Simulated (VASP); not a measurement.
# LiTaO2 (R-3m) in VASP: relaxation of cell and atoms with PBE

Aim: the relaxation of cell and atoms of LiTaO2 with PBE.

All numbers are computed with VASP 6.6.1; they aren't measurements. Logs are shortened: lines on timing, memory, paths and dates and some standing lists are left out, and cuts for length are marked.

## 1. The crystal as given

The structure is trigonal, space group R-3m (No. 166). The conventional cell has a = 3.002 Å, b = 3.002 Å, c = 16.204 Å, α = 90.00°, β = 90.00°, γ = 120.00°. Around Li (site symmetry -3m) lie 6 O at 2.34 Å. Ta (site symmetry -3m) has 6 O at 2.07 Å as nearest neighbours. O (site symmetry 3m) is surrounded by 3 Ta at 2.07 Å and 3 Li at 2.34 Å.

The cell was built by a generator and needn't be a form met in nature.

## 2. Relaxation of cell and atoms, PBE

INCAR

```
PREC = Normal ; ENCUT = 520
EDIFF = 1E-4 ; ISMEAR = 0
SIGMA = 0.15 ; LREAL = False
LASPH = True ; NELM = 60
ALGO = Fast ; ISIF = 3
LWAVE = False ; LCHARG = False
GGA = PE ; IBRION = 2
NSW = 24 ; EDIFFG = -0.08
```

KPOINTS

```
regular mesh
0
Gamma
  6 6 6
```

POSCAR

```
LiTaO2
1.0
    1.5010479700      0.8666304500      5.4014167000
   -1.5010479700      0.8666304500      5.4014167000
    0.0000000000     -1.7332609000      5.4014167000
Li Ta O
1 1 2
Direct
    0.5000000000      0.5000000000      0.5000000000
    0.0000000000      0.0000000000      0.0000000000
    0.2638869000      0.2638869000      0.2638869000
    0.7361131000      0.7361131000      0.7361131000
```

Potentials or basis: VASP PAW PBE potentials, release 64 (Li_sv, Ta_pv, O).

On the command line:

```
cat potpaw_PBE.64/Li_sv/POTCAR potpaw_PBE.64/Ta_pv/POTCAR potpaw_PBE.64/O/POTCAR > POTCAR
mpirun -np 1 vasp_std > vasp.out
```

OUTCAR:

```text
PREC = Normal
   ENCUT = 520
   EDIFF = 1E-4
   ISMEAR = 0
   LREAL = False
   LASPH = True
   NELM = 60
   ISIF = 3
   GGA = PE
   IBRION = 2
   NSW = 24
   EDIFFG = -0.08

 ion  position               nearest neighbor table
   1  0.500  0.500  0.500-
   2  0.000  0.000  0.000-   4 2.07   4 2.07   3 2.07   3 2.07   4 2.07   3 2.07
   3  0.264  0.264  0.264-   2 2.07   2 2.07   2 2.07
   4  0.736  0.736  0.736-   2 2.07   2 2.07   2 2.07

  LATTYP: Found a trigonal (rhomboedric) cell.
 ALAT       =     5.6726973930
 COS(alpha) =     0.8599639329

  Lattice vectors:

 A1 = (   1.5010479700,   0.8666304500,   5.4014167000)
 A2 = (  -1.5010479700,   0.8666304500,   5.4014167000)
 A3 = (   0.0000000000,  -1.7332609000,   5.4014167000)

Analysis of symmetry for initial positions (statically):
=====================================================================
 Subroutine PRICEL returns:
 Original cell was already a primitive cell.

 Routine SETGRP: Setting up the symmetry group for a
 trigonal (rhombohedral) supercell.

 Subroutine GETGRP returns: Found 12 space group operations
 (whereof 12 operations were pure point group operations)
 out of a pool of 12 trial point group operations.

The static configuration has the point symmetry D_3d.

Analysis of symmetry for dynamics (positions and initial velocities):
=====================================================================
 Subroutine PRICEL returns:
 Original cell was already a primitive cell.

 Routine SETGRP: Setting up the symmetry group for a
 trigonal (rhombohedral) supercell.

 Subroutine GETGRP returns: Found 12 space group operations
 (whereof 12 operations were pure point group operations)
 out of a pool of 12 trial point group operations.

The dynamic configuration has the point symmetry D_3d.

 Subroutine INISYM returns: Found 12 space group operations
 (whereof 12 operations are pure point group operations),
 and found     1 'primitive' translations

----------------------------------------------------------------------------------------

                                     Primitive cell

  volume of cell :      42.1587

  direct lattice vectors                    reciprocal lattice vectors
     1.501047970  0.866630450  5.401416700     0.333100614  0.192315729  0.061712205
    -1.501047970  0.866630450  5.401416700    -0.333100614  0.192315729  0.061712205
     0.000000000 -1.733260900  5.401416700     0.000000000 -0.384631458  0.061712205

  length of vectors
     5.672697393  5.672697393  5.672697393     0.389550709  0.389550709  0.389550709

  position of ions in fractional coordinates (direct lattice)
     0.500000000  0.500000000  0.500000000
     0.000000000  0.000000000  0.000000000
     0.263886900  0.263886900  0.263886900
     0.736113100  0.736113100  0.736113100

  ion indices of the primitive-cell ions
   primitive index   ion index
                 1           1
                 2           2
                 3           3
                 4           4

----------------------------------------------------------------------------------------

 KPOINTS: regular mesh

Automatic generation of k-mesh.
 Grid dimensions read from file:
 generate k-points for:    6    6    6

 Generating k-lattice:

  Cartesian coordinates                     Fractional coordinates (reciprocal lattice)
     0.055516769  0.032052621  0.010285367     0.166666667  0.000000000  0.000000000
    -0.055516769  0.032052621  0.010285367     0.000000000  0.166666667  0.000000000
     0.000000000 -0.064105243  0.010285367     0.000000000  0.000000000  0.166666667

  Length of vectors
     0.064925118  0.064925118  0.064925118

  Shift w.r.t. Gamma in fractional coordinates (k-lattice)
     0.000000000  0.000000000  0.000000000

 Subroutine IBZKPT returns following result:
 ===========================================

 Found     32 irreducible k-points:

 Following reciprocal coordinates:
            Coordinates               Weight
  0.000000  0.000000  0.000000      1.000000
  0.166667 -0.000000  0.000000      6.000000
  0.333333 -0.000000 -0.000000      6.000000
  0.500000 -0.000000 -0.000000      3.000000
  0.166667  0.166667  0.000000      6.000000
  0.333333  0.166667 -0.000000     12.000000
[... 16 lines left out ...]
  0.500000  0.500000  0.166667      6.000000
 -0.333333  0.500000  0.166667     12.000000
 [... further k-points ...]
   k-points           NKPTS =     32   k-points in BZ     NKDIM =     32   number of bands    NBANDS=     17
   number of dos      NEDOS =    301   number of ions     NIONS =      4
   total plane-waves  NPLWV =  32768
   dimension x,y,z NGX =    32 NGY =   32 NGZ =   32
   dimension x,y,z NGXF=    64 NGYF=   64 NGZF=   64
   ions per type =               1   1   2
   NGX,Y,Z   is equivalent  to a cutoff of   9.38,  9.38,  9.38 a.u.
   NGXF,Y,Z  is equivalent  to a cutoff of  18.76, 18.76, 18.76 a.u.
 SYSTEM =  unknown system
   PREC   = normal    normal or accurate (medium, high low for compatibility)
   ISTART =      0    job   : 0-new  1-cont  2-samecut
   ICHARG =      2    charge: 1-file 2-atom 10-const
   ISPIN  =      1    spin polarized calculation?
   LNONCOLLINEAR =      F non collinear calculations
   LSORBIT =      F    spin-orbit coupling
   LASPH  =      T    aspherical Exc in radial PAW
   ENCUT  =  520.0 eV  38.22 Ry    6.18 a.u.  10.55 10.55 10.55*2*pi/ulx,y,z
   NELM   =     60;   NELMIN=  2; NELMDL= -5     # of ELM steps
   EDIFF  = 0.1E-03   stopping-criterion for ELM
   LREAL  =      F    real-space projection
   EDIFFG = -.8E-01   stopping-criterion for IOM
   NSW    =     24    number of steps for IOM
   IBRION =      2    ionic relax: 0-MD 1-quasi-New 2-CG
   NFREE  =      1    steps in history (QN), initial steepest desc. (CG)
   ISIF   =      3    stress and relaxation
   ISYM   =      2    0-nonsym 1-usesym 2-fastsym
   POTIM  = 0.5000    time-step for ionic-motion
   TEBEG  =    0.0;   TEEND  =   0.0 temperature during run
   PSTRESS=    0.0 pullay stress
   NELECT =      26.0000    total number of electrons
   NUPDOWN=      -1.0000    fix difference up-down
   EMIN   =  10.00;   EMAX   =-10.00  energy-range for DOS
   EFERMI =   0.00;   METHOD = LEGACY
   ISMEAR =     0;   SIGMA  =   0.15  broadening in eV -4-tet -1-fermi 0-gaus
   EFERMI_NEDOS =   21; number of points for ismear=-14 and -15
   IALGO  =     68    algorithm
   IMIX   =      4    mixing-type and parameters
     AMIX     =   0.40;   BMIX     =  1.00
     AMIX_MAG =   1.60;   BMIX_MAG =  1.00
  volume/ion in A,a.u.               =      10.54        71.13
  Fermi-wavevector in a.u.,A,eV,Ry     =   1.393489  2.633312 26.419941  1.941811
  Thomas-Fermi vector in A             =   2.517130
   LORBIT       =      0    0 simple, 1 ext, 2 COOP (PROOUT), +10 PAW based schemes
   GGA     = PE    functional components
   LHFCALC =     F    Hartree Fock is set to
   AEXX    =    0.0000 exact exchange contribution
   IVDW    =     0    specifies the selected vdW correction
   LEPSILON=     F    determine dielectric tensor
   LRPA    =     F    only Hartree local field effects (RPA)
 conjugate gradient relaxation of ions
 non-spin polarized calculation
 RMM-DIIS sequential band-by-band and
 Gauss-broadening in eV      SIGMA  =   0.15
  energy-cutoff  :      520.00
  volume of cell :       42.16
 maximum number of plane-waves:      1173
   NGX = 21   NGY = 21   NGZ = 21

--------------------------------------- Ionic step        1  -------------------------------------------

 number of electron      26.0000014 magnetization

 Free energy of the ion-electron system (eV)
  ---------------------------------------------------
  ext. energy  EPLUGINS =         0.00000000
  ---------------------------------------------------
  free energy    TOTEN  =       -31.11249598 eV

  energy without entropy =      -31.09758543  energy(sigma->0) =      -31.10504070

------------------------ aborting loop because EDIFF is reached ----------------------------------------

  FORCE on cell =-STRESS in cart. coord.  units (eV):
  Direction    XX          YY          ZZ          XY          YZ          ZX
  --------------------------------------------------------------------------------------
  -------------------------------------------------------------------------------------
  Total        3.6264738      3.6264738      5.5484939      0.0000000      0.0000000      0.0000000
  in kB      137.8185519    137.8185521    210.8619643      0.0000000      0.0000000      0.0000000
  external PRESSURE =     162.1663561 kB  Pullay stress =       0.0000000 kB
[... 95 lines left out ...]
  FREE ENERGIE OF THE ION-ELECTRON SYSTEM (eV)
  ---------------------------------------------------
  free  energy   TOTEN  =       -31.7247944124 eV

  energy  without entropy=      -31.7093536620  energy(sigma->0) =      -31.71707404

[... ionic steps 4 to 13 ...]

--------------------------------------- Ionic step       14  -------------------------------------------

 number of electron      26.0000013 magnetization

------------------------ aborting loop because EDIFF is reached ----------------------------------------
[... 71 lines left out ...]
--------------------------------------- Ionic step       16  -------------------------------------------

 number of electron      26.0000012 magnetization

 Free energy of the ion-electron system (eV)
  ---------------------------------------------------
  ext. energy  EPLUGINS =         0.00000000
  ---------------------------------------------------
  free energy    TOTEN  =       -32.30147797 eV

  energy without entropy =      -32.28522077  energy(sigma->0) =      -32.29334937

 E-fermi :   6.0643     XC(G=0): -11.7617

 val. band max:        6.0263097136   @ k =  -0.1667   0.1667   0.0000
 cond. band min:       6.0934544476   @ k =  -0.3333   0.5000   0.3333
 fundamental gap:      0.0671447340
 Fermi energy:         6.0643326889

 k-point     1 :       0.0000    0.0000    0.0000
  band No.  band energies     occupation
      1     -39.5288      2.00000
      2     -29.3925      2.00000
      3     -28.7537      2.00000
      4     -28.7537      2.00000
      5     -14.3850      2.00000
      6     -13.1223      2.00000
[... 457 lines left out ...]
      4     -29.1141      2.00000
      5     -13.3670      2.00000
      6     -12.9280      2.00000
[... 9 lines left out ...]
     16      10.9592      0.00000
     17      11.3150      0.00000

 [... further k-points ...]

------------------------ aborting loop because EDIFF is reached ----------------------------------------

  FORCE on cell =-STRESS in cart. coord.  units (eV):
  Direction    XX          YY          ZZ          XY          YZ          ZX
  --------------------------------------------------------------------------------------
  -------------------------------------------------------------------------------------
  Total       -0.2273083     -0.2273083     -0.2183266      0.0000000     -0.0000000     -0.0000000
  in kB       -9.3523055     -9.3523055     -8.9827687      0.0000000     -0.0000000     -0.0000000
  external PRESSURE =      -9.2291266 kB  Pullay stress =       0.0000000 kB
[... 19 lines left out ...]
  FREE ENERGIE OF THE ION-ELECTRON SYSTEM (eV)
  ---------------------------------------------------
  free  energy   TOTEN  =       -32.3014779741 eV

  energy  without entropy=      -32.2852207740  energy(sigma->0) =      -32.29334937

 reached required accuracy - stopping structural energy minimisation
```

It took 1.8 min on 1 thread of Intel Xeon 6975P-C (Granite Rapids), shared host; peak memory 0.21 GiB.

These settings aren't checked as converged: the numbers below hold their error.

What came out:

```yaml
Free_energy: -32.3015 eV
Relaxed_volume: 9.74 Å³/atom
Relaxed_cell: a = 5.670 Å, b = 5.670 Å, c = 5.670 Å, α = 29.43°, β = 29.43°, γ = 29.43°
Space_group_after_relaxing_to_0.05_Å: R-3m (No. 166)
Energy_gained_by_relaxing: 297.2 meV/atom
Ionic_steps: 16
Largest_force_after_relaxing: 0.065 eV/Å
Band_gap_on_the_k_mesh: none (metal or under the smearing width)
```

Caveat: the k mesh is coarse (spacing up to 0.41 Å⁻¹), so the values aren't converged; the cutoff is under 1.25 times the usual one of these potentials, so pressure, stress and relaxed cells hold a basis-set (Pulay) error; the relaxation stopped at a loose force limit of 0.08 eV/Å, so its end isn't a converged minimum.
